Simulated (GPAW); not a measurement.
## Ni3Ge: band structure with LDA

Ni3Ge:

```
CELL_PARAMETERS angstrom
3.53033 0.00000 0.00000
0.00000 3.53033 0.00000
0.00000 0.00000 3.53033
ATOMIC_POSITIONS crystal
Ge 0.00000 0.00000 0.00000
Ni 0.50000 0.50000 0.00000
Ni 0.00000 0.50000 0.50000
Ni 0.50000 0.00000 0.50000
```

The cell comes from a database or a generator and needn't be the stable form of this composition.

```yaml
Program: GPAW 26.7.0
Task: band structure
Functional: LDA
Potentials_or_basis: the program's PAW data sets (release 1.2.1) made for this functional
Cutoff: 600 eV
Basis: pw
k_mesh: 6 × 6 × 6
Occupations: fermi-dirac, width 0.05 eV
Spin: collinear spin, ferromagnetic start
Starting_moments: "[0.0, 1.0, 1.0, 1.0] μB"
Maxiter: 150
Band_path: GXMGRX,MR
Band_points: 60
```

```json
{"Pressure": "-6.1 GPa", "Band gap along the path": "none (metal or under the smearing width)", "Net moment": "0.00 μB per cell"}
```

Levels at the corners of the path, in eV from the Fermi level:
Spin up:
| point | band 23 | band 24 | band 25 | band 26 | band 27 | band 28 | band 29 | band 30 |
| --- | --- | --- | --- | --- | --- | --- | --- | --- |
| Γ | -0.61 | -0.61 | -0.31 | 0.01 | 0.01 | 0.01 | 3.87 | 6.94 |
| X | -1.31 | -1.20 | -0.56 | 0.01 | 3.62 | 3.62 | 4.45 | 5.71 |
| M | -1.29 | -1.15 | -0.99 | -0.99 | 0.63 | 0.63 | 5.75 | 6.34 |
| Γ | -0.61 | -0.61 | -0.31 | 0.01 | 0.01 | 0.01 | 3.87 | 6.94 |
| R | -1.22 | -1.22 | -0.66 | -0.23 | -0.23 | -0.23 | 0.67 | 4.22 |
| X | -1.31 | -1.20 | -0.56 | 0.01 | 3.62 | 3.62 | 4.45 | 5.71 |
| M | -1.29 | -1.15 | -0.99 | -0.99 | 0.63 | 0.63 | 5.75 | 6.34 |
| R | -1.22 | -1.22 | -0.66 | -0.23 | -0.23 | -0.23 | 0.67 | 4.22 |
Spin down:
```csv
point,band 24,band 25,band 26,band 27,band 28,band 29
Γ,-0.61,-0.31,0.01,0.01,0.01,3.87
X,-1.20,-0.56,0.01,3.62,3.62,4.45
M,-1.15,-0.99,-0.99,0.63,0.63,5.75
Γ,-0.61,-0.31,0.01,0.01,0.01,3.87
R,-1.22,-0.66,-0.23,-0.23,-0.23,0.67
X,-1.20,-0.56,0.01,3.62,3.62,4.45
M,-1.15,-0.99,-0.99,0.63,0.63,5.75
R,-1.22,-0.66,-0.23,-0.23,-0.23,0.67
```

Run time: 110 s on 1 thread of Arm Neoverse V2 (shared host), peak memory 0.42 GiB.

Caveat: the stock nickel data set gives pressures a few GPa off other programs.
